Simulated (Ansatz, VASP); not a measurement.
**GaN: VASP beside Ansatz**

```
CELL_PARAMETERS angstrom
0.00000 2.28930 2.28930
2.28930 0.00000 2.28930
2.28930 2.28930 0.00000
ATOMIC_POSITIONS crystal
Ga 0.00000 0.00000 0.00000
N 0.75000 0.75000 0.75000
```

Alike in both runs: task single point; functional PBE; k mesh 10 × 10 × 10; no spin polarisation.

|  | VASP | Ansatz |
| --- | --- | --- |
| version | VASP 6.6.1 | Ansatz 0.2.0 |
| potentials or method | VASP PAW PBE potentials, release 64 (Ga_d, N) | scalar-relativistic, plane waves, PAW |
| plane-wave cutoff (eV) | 520 | 420 |
| occupations | gaussian, width 0.01 eV | fixed |
| valence electrons in the cell | 18 | 18 |

Ansatz gave:

* gap on the k mesh at the Fermi level (eV): 1.41
* least direct gap on the mesh (eV): 1.41
* pressure (GPa): -3.3

What did VASP give for the same quantities?

gap on the k mesh at the Fermi level (eV): 1.42; least direct gap on the mesh (eV): 1.42; pressure (GPa): -3.1.
